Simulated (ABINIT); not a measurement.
Runs of ABINIT 10.8.3 (patched build) on MnS. It takes space group F-43m (No. 216, cubic). Conventional cell: a = 4.947 Å, b = 4.947 Å, c = 4.947 Å, α = 90.00°, β = 90.00°, γ = 90.00°. Mn (site symmetry -43m) is surrounded by 4 S at 2.14 Å. S (site symmetry -43m) is surrounded by 4 Mn at 2.14 Å. The cell is a database's computed one.

| task | level | potentials or basis | k mesh | cutoff (eV) | fine-grid cutoff | gap on the mesh (eV) | pressure (GPa) | moment (μB) |
| --- | --- | --- | --- | --- | --- | --- | --- | --- |
| single point | LDA | JTH PAW LDA v2.0 | 7 × 7 × 7 | 544 | 1088.46 eV | none | - | 0.21 |
| band structure | revPBE | JTH PAW PBE v2.0 | 9 × 9 × 9 | 707 | 1306.15 eV | none | 5.7 | 0.22 |
| band structure | PBE | JTH PAW PBE v2.0 | 9 × 9 × 9 | 707 | 1306.15 eV | none | 3.4 | 0.22 |
| single point | PBE | JTH PAW PBE v2.0 | 9 × 9 × 9 | 707 | 1306.15 eV | none | 3.4 | 0.22 |
| single point | LDA | JTH PAW LDA v2.0 | 12 × 12 × 12 | 544 | 1088.46 eV | none | - | (a) |

Alike in all rows: spin collinear, ferromagnetic start; cell as given; smearing fermi-dirac 0.05 eV.

Q: Estimate the missing entries.

A: (a) 0.18.

Caveats: the moment fell far below its start of 4 μB, so a state of higher moment may lie lower in energy; semilocal functionals often make such compounds metallic where correlation or magnetic order opens a gap, which also shifts bond lengths; the PAW data sets were made with another functional, which shifts forces and pressure a little (some runs).

A gap of «none» marks a metal or a gap under the smearing width.
